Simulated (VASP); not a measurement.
# KBr (Pm-3m) in VASP: a series of runs

The runs below take KBr through single point, with PBE.

Everything below comes from runs of VASP 6.6.1. Logs are shortened: lines on timing, memory, paths and dates and some standing lists are left out, and cuts for length are marked.

### 1 The structure

It takes space group Pm-3m (No. 221, cubic). The conventional cell has a = 4.043 Å, b = 4.043 Å, c = 4.043 Å, α = 90.00°, β = 90.00°, γ = 90.00°. Br (site symmetry m-3m) is surrounded by 8 K at 3.50 Å. K (site symmetry m-3m) is surrounded by 8 Br at 3.50 Å.

Measurements of this composition are mostly on another form, of space group No. 225.

### 2 Single point, PBE

The input, INCAR:

```
  PREC = Accurate
  ENCUT = 250
  EDIFF = 1E-6
  ISMEAR = 0
  SIGMA = 0.05
  LREAL = False
  LASPH = True
  NELM = 100
  ALGO = Normal
  ISIF = 2
  LWAVE = False
  LCHARG = False
  GGA = PE
  NBANDS = 14
  ADDGRID = False
```

The input, KPOINTS:

```
Automatic mesh
0
Gamma
  4 4 4
```

The input, POSCAR:

```
KBr
1.0
    4.0434990000      0.0000000000      0.0000000000
    0.0000000000      4.0434990000      0.0000000000
    0.0000000000      0.0000000000      4.0434990000
Br K
1 1
Direct
    0.5000000000      0.5000000000      0.5000000000
    0.0000000000      0.0000000000      0.0000000000
```

Potentials or basis: VASP PAW PBE potentials, release 64 (Br, K_pv).

Launch:

```sh
cat potpaw_PBE.64/Br/POTCAR potpaw_PBE.64/K_pv/POTCAR > POTCAR
mpirun -np 1 vasp_std > vasp.out
```

OUTCAR:

```text
PREC = Accurate
   ENCUT = 250
   EDIFF = 1E-6
   ISMEAR = 0
   LREAL = False
   LASPH = True
   NELM = 100
   ISIF = 2
   GGA = PE

 Found     10 irreducible k-points:

 Following reciprocal coordinates:
            Coordinates               Weight
  0.000000  0.000000  0.000000      1.000000
  0.250000  0.000000  0.000000      6.000000
  0.500000  0.000000  0.000000      3.000000
  0.250000  0.250000  0.000000     12.000000
  0.500000  0.250000  0.000000     12.000000
  0.500000  0.500000  0.000000      3.000000
   k-points           NKPTS =     10   k-points in BZ     NKDIM =     10   number of bands    NBANDS=     14
   number of dos      NEDOS =    301   number of ions     NIONS =      2
   total plane-waves  NPLWV =  13824
   dimension x,y,z NGX =    24 NGY =   24 NGZ =   24
   dimension x,y,z NGXF=    48 NGYF=   48 NGZF=   48
   ions per type =               1   1
   NGX,Y,Z   is equivalent  to a cutoff of   9.87,  9.87,  9.87 a.u.
   NGXF,Y,Z  is equivalent  to a cutoff of  19.73, 19.73, 19.73 a.u.
 SYSTEM =  unknown system
   PREC   = accura    normal or accurate (medium, high low for compatibility)
   ISTART =      0    job   : 0-new  1-cont  2-samecut
   ICHARG =      2    charge: 1-file 2-atom 10-const
   ISPIN  =      1    spin polarized calculation?
   LNONCOLLINEAR =      F non collinear calculations
   LSORBIT =      F    spin-orbit coupling
   LASPH  =      T    aspherical Exc in radial PAW
   ENCUT  =  250.0 eV  18.37 Ry    4.29 a.u.   5.21  5.21  5.21*2*pi/ulx,y,z
   NELM   =    100;   NELMIN=  2; NELMDL= -5     # of ELM steps
   EDIFF  = 0.1E-05   stopping-criterion for ELM
[... 18 lines left out ...]
     AMIX     =   0.40;   BMIX     =  1.00
     AMIX_MAG =   1.60;   BMIX_MAG =  1.00
  volume/ion in A,a.u.               =      33.06       223.07
  Fermi-wavevector in a.u.,A,eV,Ry     =   0.975799  1.843992 12.955234  0.952183
  Thomas-Fermi vector in A             =   2.106367
   LORBIT       =      0    0 simple, 1 ext, 2 COOP (PROOUT), +10 PAW based schemes
   GGA     = PE    functional components
[... 5 lines left out ...]
 non-spin polarized calculation
 Gauss-broadening in eV      SIGMA  =   0.05
  energy-cutoff  :      250.00
  volume of cell :       66.11
 maximum number of plane-waves:       624
 NGX is ok and might be reduce to    24
   NGX = 11   NGY = 11   NGZ = 11

 number of electron      13.9999985 magnetization

 Free energy of the ion-electron system (eV)
  ---------------------------------------------------
  ext. energy  EPLUGINS =         0.00000000
  ---------------------------------------------------
  free energy    TOTEN  =        -6.03699583 eV

  energy without entropy =       -6.03699583  energy(sigma->0) =       -6.03699583

 E-fermi :  -1.6832     XC(G=0):  -7.7930

 val. band max:       -1.9501196104   @ k =   0.5000   0.5000   0.0000
 cond. band min:       1.9001106404   @ k =   0.0000   0.0000   0.0000
 fundamental gap:      3.8502302508
 Fermi energy:        -1.6831885403

 k-point     1 :       0.0000    0.0000    0.0000
  band No.  band energies     occupation
      1     -14.7364      2.00000
      2     -14.0389      2.00000
      3     -14.0389      2.00000
      4     -14.0389      2.00000
      5      -2.2127      2.00000
      6      -2.2127      2.00000
      7      -2.2127      2.00000
      8       1.9001      0.00000
      9       3.8946      0.00000
     10       3.8946      0.00000
     11       7.8493      0.00000
     12       7.8493      0.00000
     13       7.8493      0.00000
     14      10.5941      0.00000

 k-point     2 :       0.2500    0.0000    0.0000
  band No.  band energies     occupation
      1     -14.8262      2.00000
      2     -14.0293      2.00000
      3     -14.0293      2.00000
      4     -13.9360      2.00000
      5      -3.1906      2.00000
      6      -2.1978      2.00000
      7      -2.1978      2.00000
      8       3.0910      0.00000
      9       4.3644      0.00000
     10       5.0027      0.00000
     11       7.7111      0.00000
     12       7.7111      0.00000
     13       8.1170      0.00000
     14       8.7141      0.00000

 k-point     3 :       0.5000    0.0000    0.0000
  band No.  band energies     occupation
      1     -14.9072      2.00000
      2     -14.0197      2.00000
      3     -14.0197      2.00000
      4     -13.8374      2.00000
      5      -3.8989      2.00000
      6      -2.1838      2.00000
      7      -2.1838      2.00000
      8       4.5333      0.00000
      9       5.2330      0.00000
     10       5.7021      0.00000
     11       6.9901      0.00000
     12       7.8448      0.00000
     13       7.8448      0.00000
     14       8.4558      0.00000

 k-point     4 :       0.2500    0.2500    0.0000
  band No.  band energies     occupation
      1     -14.7787      2.00000
      2     -14.1094      2.00000
      3     -14.0209      2.00000
      4     -13.9125      2.00000
      5      -3.1515      2.00000
      6      -2.8611      2.00000
      7      -2.1357      2.00000
      8       3.8095      0.00000
      9       4.6437      0.00000
     10       5.7194      0.00000
     11       6.8545      0.00000
     12       7.2500      0.00000
     13       7.9236      0.00000
     14       8.5830      0.00000

 k-point     5 :       0.5000    0.2500    0.0000
  band No.  band energies     occupation
      1     -14.7490      2.00000
      2     -14.1007      2.00000
      3     -14.0124      2.00000
      4     -13.9572      2.00000
      5      -3.6326      2.00000
      6      -2.8216      2.00000
      7      -2.0712      2.00000
      8       4.2112      0.00000
      9       4.7218      0.00000
     10       6.3654      0.00000
     11       6.7907      0.00000
     12       6.8683      0.00000
     13       7.4824      0.00000
     14       9.0534      0.00000

 k-point     6 :       0.5000    0.5000    0.0000
  band No.  band energies     occupation
      1     -14.4880      2.00000
      2     -14.1797      2.00000
      3     -14.1797      2.00000
      4     -14.0051      2.00000
      5      -3.3367      2.00000
      6      -3.3367      2.00000
      7      -1.9501      2.00000
      8       3.2627      0.00000
      9       4.5461      0.00000
     10       6.1322      0.00000
     11       6.1322      0.00000
     12       8.3571      0.00000
     13       8.3571      0.00000
     14       9.1771      0.00000

 [... further k-points ...]

------------------------ aborting loop because EDIFF is reached ----------------------------------------

  FORCE on cell =-STRESS in cart. coord.  units (eV):
  Direction    XX          YY          ZZ          XY          YZ          ZX
  --------------------------------------------------------------------------------------
  -------------------------------------------------------------------------------------
  Total        0.0196280      0.0196280      0.0196280     -0.0000000      0.0000000     -0.0000000
  in kB        0.4756806      0.4756806      0.4756806     -0.0000000      0.0000000     -0.0000000
  external PRESSURE =       0.4756806 kB  Pullay stress =       0.0000000 kB

 VOLUME and BASIS-vectors are now :
 -----------------------------------------------------------------------------
  energy-cutoff  :      250.00
  volume of cell :       66.11
      direct lattice vectors                 reciprocal lattice vectors
     4.043499000  0.000000000  0.000000000     0.247310559  0.000000000  0.000000000
     0.000000000  4.043499000  0.000000000     0.000000000  0.247310559  0.000000000
     0.000000000  0.000000000  4.043499000     0.000000000  0.000000000  0.247310559

 POSITION                                       TOTAL-FORCE (eV/Angst)
 -----------------------------------------------------------------------------------
      2.02175      2.02175      2.02175         0.000000      0.000000      0.000000
      0.00000      0.00000      0.00000         0.000000      0.000000      0.000000
 -----------------------------------------------------------------------------------
    total drift:                                0.000000     -0.000000     -0.000000

  FREE ENERGIE OF THE ION-ELECTRON SYSTEM (eV)
  ---------------------------------------------------
  free  energy   TOTEN  =        -6.0369958310 eV

  energy  without entropy=       -6.0369958310  energy(sigma->0) =       -6.03699583
```

Wall time 2.9 s (1 thread of Intel Xeon Platinum 8488C (Sapphire Rapids), shared host); peak memory 0.13 GiB.

The run converged, but some of its settings lie outside the range that counts as converged, so its numbers aren't taken as properties of the crystal.

Results:

| Property | Result |
| --- | --- |
| Free energy | -6.0370 eV |
| Pressure | 0.0 GPa |
| Band gap on the k mesh | 3.85 eV, indirect (least direct gap 4.11 eV) |

Caveat: the cutoff is under 1.25 times the usual one of these potentials, so pressure, stress and relaxed cells hold a basis-set (Pulay) error.

### 3 Single point, PBE

Edit INCAR of step 2 so:

```diff
@@ -1,3 +1,3 @@
   PREC = Accurate
-  ENCUT = 250
+  ENCUT = 450
   EDIFF = 1E-6
```

The input, KPOINTS:

```
Automatic mesh
0
Gamma
  3 3 3
```

POSCAR is that of step 2.

Potentials or basis: VASP PAW PBE potentials, release 64 (Br, K_pv).

Launch:

```sh
cat potpaw_PBE.64/Br/POTCAR potpaw_PBE.64/K_pv/POTCAR > POTCAR
mpirun -np 1 vasp_std > vasp.out
```

It took 3.1 s on 1 thread of Intel Xeon Platinum 8488C (Sapphire Rapids), shared host; peak memory 0.15 GiB.

The run converged, but some of its settings lie outside the range that counts as converged, so its numbers aren't taken as properties of the crystal.

What came out:

```yaml
Free_energy: -6.0138 eV
Pressure: 0.3 GPa
Band_gap_on_the_k_mesh: 3.95 eV, indirect (least direct gap 4.10 eV)
```

Caveat: the k mesh is coarse (spacing up to 0.52 Å⁻¹), so the values aren't converged; an odd mesh through Γ misses points on the zone boundary, where band edges often lie.
